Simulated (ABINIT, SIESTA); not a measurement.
This is a calculation of Sb for ABINIT 10.8.3 (patched build). This isn't the form of Sb at room conditions, which is rhombohedral.

File run.abi:

```
pp_dirpath "./"
pseudos "Sb.upf"

acell 3*1.0
rprim
    -3.5363217609     3.5363217609     3.5363217609
     3.5363217609    -3.5363217609     3.5363217609
     3.5363217609     3.5363217609    -3.5363217609
ntypat 1
znucl 51
natom 1
typat 1
xred
     0.0000000000     0.0000000000     0.0000000000

ecut 40.0

kptopt 1
ngkpt 10 10 10
nshiftk 1
shiftk 0.0 0.0 0.0

ixc -116133

nband 12
occopt 3
tsmear 0.05 eV

nstep 100
tolvrs 1.0e-10

iomode 3
prtwf 0
prtden 0
prteig 0
prtebands 0
enunit 2
```

Potentials or basis: PseudoDojo NC SR PBEsol v0.4.1 standard.

Launch:

```bash
$ abinit run.abi > log 2>&1
```

**Question.** What does the same run look like in SIESTA 5.4.2? Potentials or basis there: files PseudoDojo sr-pbesol-0.4.1-standard, DZP (energy shift 0.003 Ry; two zetas on semicore shells).

**Answer.** As run (cutoffs and basis follow the program's own potentials, and thresholds, step limits or extra output files can differ):

The input Sb.fdf:

```
SystemName                      Sb
SystemLabel                     Sb
NumberOfSpecies                 1
NumberOfAtoms                   1
%block ChemicalSpeciesLabel
  1  51 Sb
%endblock ChemicalSpeciesLabel

LatticeConstant                 1.0 Ang
%block LatticeVectors
    -1.8713408863     1.8713408863     1.8713408863
     1.8713408863    -1.8713408863     1.8713408863
     1.8713408863     1.8713408863    -1.8713408863
%endblock LatticeVectors
AtomicCoordinatesFormat         Fractional
%block AtomicCoordinatesAndAtomicSpecies
     0.0000000000     0.0000000000     0.0000000000  1  Sb
%endblock AtomicCoordinatesAndAtomicSpecies

%block kgrid.MonkhorstPack
   10   0   0  0.0
    0  10   0  0.0
    0   0  10  0.0
%endblock kgrid.MonkhorstPack
XC.Functional                   GGA
XC.Authors                      PBEsol
PAO.BasisSize                   DZP
PAO.EnergyShift                 0.003 Ry
Mesh.Cutoff                     500 Ry
OccupationFunction              FD
ElectronicTemperature           0.05 eV
MaxSCFIterations                120
SCF.MustConverge                false
SCF.Mixer.Method                Pulay
SCF.Mixer.Weight                0.25
SCF.Mixer.History               8
SCF.DM.Tolerance                5.0e-05
SCF.H.Tolerance                 1.0e-03 eV
WriteForces                     true
Charge.Mulliken                 end
%block PAO.Basis
  Sb 4
  n=5 0 2
    5.972 0.000
  n=5 1 2
    7.842 0.000
  n=4 2 2
    3.490 0.000
  n=5 2 1
    7.842
%endblock PAO.Basis
```

Potentials or basis: PseudoDojo 0.4 standard (PBEsol files), converted to PSML, two zetas on semicore shells, DZP (energy shift 0.003 Ry; two zetas on semicore shells).

The run is started by

```bash
$ siesta Sb.fdf > Sb.out 2>&1
```

Both were run:

|  | ABINIT | SIESTA |
| --- | --- | --- |
| Pressure | 0.0 GPa | 1.8 GPa |

Pressure is positive in compression.
